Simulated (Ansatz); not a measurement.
The system is Mo.

```
Mo
1.0
    -1.58381    1.58381    1.58381
     1.58381   -1.58381    1.58381
     1.58381    1.58381   -1.58381
Mo
1
Direct
  0.00000 0.00000 0.00000
```

| Quantity | Value |
| --- | --- |
| Program | Ansatz 0.2.0 |
| Task | relaxation of cell and atoms |
| Functional | BLYP |
| Dispersion | D4 |
| Potentials or basis | all-electron LAPW, scalar-relativistic |
| Basis error allowed | 0.001 eV/atom |
| k mesh | 12 × 12 × 12 |
| Occupations | fermi-dirac, width 0.05 eV |
| Spin | no spin polarisation |

At the start: volume 15.89 Å³/atom.

Q: How do energy, volume and symmetry change on relaxing?

A: Over 4 steps the energy falls by 2.4 meV/atom and the volume is 15.67 Å³/atom (-1.4 %); space group Im-3m (No. 229, to 0.05 Å).

Step by step:
```
step  energy change (eV)  largest force (eV/Å)  volume (Å³)
   1              0.0000                0.0000        15.89
   2             -0.0024                0.0000        15.68
   3             -0.0024                0.0000        15.67
   4             -0.0024                0.0000        15.67
```

Final structure:
```xyz
1
Lattice="-1.5765 1.5765 1.5765 1.5765 -1.5765 1.5765 1.5765 1.5765 -1.5765" Properties=species:S:1:pos:R:3 pbc="T T T"
Mo    0.0000    0.0000    0.0000
```
